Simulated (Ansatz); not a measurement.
Moving the pressure in AuAl2

The cell as given:

Space group Fm-3m (No. 225). a = 6.000 Å, b = 6.000 Å, c = 6.000 Å, α = 90.00°, β = 90.00°, γ = 90.00°
| atom | site | symmetry | x | y | z |
| --- | --- | --- | --- | --- | --- |
| Au | 4a | m-3m | 0.0000 | 0.0000 | 0.0000 |
| Al | 8c | -43m | 0.2500 | 0.2500 | 0.7500 |

Kept alike: task relaxation of cell and atoms; functional PBEsol; k mesh 8 × 8 × 8; occupations fermi-dirac, width 0.05 eV; no spin polarisation. Program: Ansatz, Ansatz PAW, cutoff 420 eV. The mesh is that of the run's cell of 3 atoms. No spin-orbit coupling.

```csv
"pressure, P (GPa)",volume (Å³/atom)
0,18.012
2,?
5,17.310
10,16.740
20,15.835
```

The relaxations keep at least the cell's symmetry (Fm-3m). For a metal such a mesh leaves the last digits unconverged. Runs of this series that gave no sound value for these columns are left out. The runs follow the start's structure, whether or not it is the stable one at these pressures. All rows use potentials made for PBE.

Fit the rows shown and predict the run at 2 GPa.

Murnaghan's form V = V0 (1 + B′P/B0)^(-1/B′) through the rows shown has V0 = 18.0114, B0 = 115.7 GPa and B′ = 4.38 (largest miss 0.0025); at P = 2 it gives 17.714 Å³/atom. The run gave: volume 17.713 Å³/atom.

AuAl2 contracts smoothly from 18.012 to 15.835 Å³/atom between 0 and 20 GPa, and each further increment of pressure removes less volume than the last. In the fluorite-type structure both sites are fixed by symmetry, so compression shortens all Au–Al contacts in proportion, with no internal coordinate to relieve the strain. The stiffening reflects the rising kinetic energy of the compressed valence electrons and the growing overlap repulsion, to which the filled Au 5d shell probably contributes. The fitted bulk modulus of 115.7 GPa lies between those of soft aluminium and stiffer gold, as is reasonable for a compound of the two.

The predicted 17.714 Å³/atom at 2 GPa agrees with the calculated 17.713 Å³/atom, which supports the fit as an interpolation. It is a mild test, since the point lies inside the fitted range, where the curve is nearly straight. It constrains B′ only weakly, because B0 and B′ can partly compensate each other, and it says little about extrapolation beyond 20 GPa.
